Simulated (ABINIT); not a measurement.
The system is Si.

```
Si
1.0
     0.00000    2.72185    2.72185
     2.72185    0.00000    2.72185
     2.72185    2.72185    0.00000
Si
2
Direct
  0.50000 0.50000 0.50000
  0.75000 0.75000 0.75000
```

Program: ABINIT 10.8.3 (patched build). Alike in all runs: no spin polarisation; cell as given; smearing fermi-dirac 0.05 eV. Hardware: 1 thread of Intel(R) Xeon(R) 6975P-C (Granite Rapids) (shared host).

Question: Order these runs on this cell by their wall time, lowest first.
A. task band structure; level r2SCAN; potentials or basis SPMS NC PBE v1.0; k mesh 8 × 8 × 8; cutoff (eV) 463
B. task single point; level r2SCAN; potentials or basis JTH PAW PBE v2.0; k mesh 5 × 5 × 5; cutoff (eV) 490; fine-grid cutoff 979.61 eV
C. task single point; level PBEsol; potentials or basis JTH PAW PBE v2.0; k mesh 6 × 6 × 6; cutoff (eV) 408; fine-grid cutoff 816.342 eV
D. task band structure; level rPW86PBE; potentials or basis PseudoDojo NC SR PBE v0.4.1 standard; k mesh 8 × 8 × 8; cutoff (eV) 490

Answer: C (5.8 s), D (20 s), B (45 s), A (180 s).

Caveats: a meta-GGA on potentials with a model core is unreliable (some runs).

Runs at the PBE level aren't shown here.
